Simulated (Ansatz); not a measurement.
Here is an Ansatz 0.2.0 calculation.

Contents of input.yaml:

```yaml
crystal:
  lattice:
    - [3.81369522, 0.0, 0.0]
    - [0.0, 3.81369522, 0.0]
    - [0.0, 0.0, 4.8869133]
  atoms:
    - { symbol: Sn, position: [0.5, 0.0, 0.76462614] }
    - { symbol: Sn, position: [0.0, 0.5, 0.23537386] }
    - { symbol: O, position: [0.0, 0.0, 0.0] }
    - { symbol: O, position: [0.5, 0.5, 0.0] }
hamiltonian:
  xc: pbe
  pseudopotentials: { kind: paw }
kpoints:
  mp_grid: { grid: [7, 7, 6] }
scf:
  occupations: { method: fermi_dirac, width: 0.05 }
output:
  forces: true
  stress: true
  eigenvalues: true
relax:
  f_tol: 0.01
  max_steps: 40
  cell: { stress_tol: 0.05, p_target: 2.0 }
```

Potentials or basis: Ansatz PAW.

Launch:

```sh
$ ansatz run input.yaml --threads 2 --pin off --max-ram 5632MiB --backend cpu --events-out ev --progress --plain --runs-dir out
```

Question: Estimate the space group after relaxing (to 0.05 Å).

Answer: P4/nmm (No. 129).

Question: What does it give for the relaxed volume?

Answer: 17.63 Å³/atom.

Question: What does it give for the band gap on the k mesh?

Answer: 0.27 eV, indirect (least direct gap 2.01 eV).

Question: Predict the relaxed cell.

Answer: a = 3.840 Å, b = 3.840 Å, c = 4.783 Å, α = 90.00°, β = 90.00°, γ = 90.00°.

Final structure:
```xyz
4
Lattice="3.8396 0.0000 0.0000 0.0000 3.8396 0.0000 0.0000 0.0000 4.7825" Properties=species:S:1:pos:R:3 pbc="T T T"
Sn    1.9198    0.0000    3.6249
Sn    0.0000    1.9198    1.1576
O     0.0000    0.0000    0.0000
O     1.9198    1.9198    0.0000
```

Caveat: odd divisions of the mesh miss points on the zone boundary, where band edges often lie, so the gap on the mesh can be too wide; the plane-wave basis is chosen anew once the cell has moved, so the energies of steps on either side of that aren't comparable; the pressure holds a Pulay correction of +0.5 GPa for the finite cutoff; spin-orbit coupling is left out, which moves the levels of the heavy elements. A k mesh can miss the band edges.
